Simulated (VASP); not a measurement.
Here is a VASP 6.6.1 calculation.

Contents of INCAR:

```
PREC     = Accurate       # precision mode
ENCUT    = 600            # plane-wave cutoff, eV
EDIFF    = 1E-7           # SCF threshold, eV
ISMEAR   = 0              # smearing method
SIGMA    = 0.03           # smearing width, eV
LREAL    = False          # projectors in reciprocal space
LASPH    = True           # aspherical terms in the spheres
NELM     = 80             # most SCF steps
ALGO     = Normal         # electronic algorithm
ISIF     = 3              # what is computed and relaxed
LWAVE    = False          # write WAVECAR
LCHARG   = False          # write CHGCAR
GGA      = PS             # functional
IBRION   = 2              # ionic algorithm
NSW      = 90             # ionic steps
EDIFFG   = -0.005         # ionic threshold
KPAR     = 4
```

KPOINTS

```
regular mesh
0
Gamma
  6 6 6
```

The input POSCAR:

```
AlGa3As4                                
1.0
   -5.6684925942      5.6684925942      0.0000000000
   -5.6685873820     -0.0000947879      5.6680248064
    0.0000947879      5.6685873820      5.6680248064
  Al              Ga              As            
     2     6     8
Direct
     0.0001877071361747    0.9998122928638253    0.9998122928638253
     0.5001877071361747    0.9998122928638253    0.9998122928638253
     0.0000006142422172    0.5002210715945216    0.9997776999210440
     0.0000006142422172    0.9997776999210440    0.5002210715945216
     0.5000006142422173    0.5002210715945216    0.9997776999210440
     0.5000006142422173    0.9997776999210440    0.5002210715945216
     0.9998763881035486    0.5001236118964514    0.5001236118964514
     0.4998763881035487    0.5001236118964514    0.5001236118964514
     0.8749763505963231    0.8749659117498940    0.3750813870574599
     0.3749763505963231    0.8749659117498940    0.3750813870574599
     0.8749916093583443    0.3750083906416557    0.3750083906416557
     0.8749903657248520    0.8750096342751480    0.8750096342751480
     0.3749916093583443    0.3750083906416557    0.3750083906416557
     0.3749903657248519    0.8750096342751480    0.8750096342751480
     0.8749763505963231    0.3750813870574599    0.8749659117498940
     0.3749763505963231    0.3750813870574599    0.8749659117498940
```

Potentials or basis: VASP PAW PBE potentials, release 64 (Al, Ga_d, As).

Command:

```sh
$ cat potpaw_PBE.64/Al/POTCAR potpaw_PBE.64/Ga_d/POTCAR potpaw_PBE.64/As/POTCAR > POTCAR
$ mpirun -np 4 vasp_std > vasp.out
```

(1) Estimate the band gap on the k mesh.

Answers

(1) 0.64 eV.
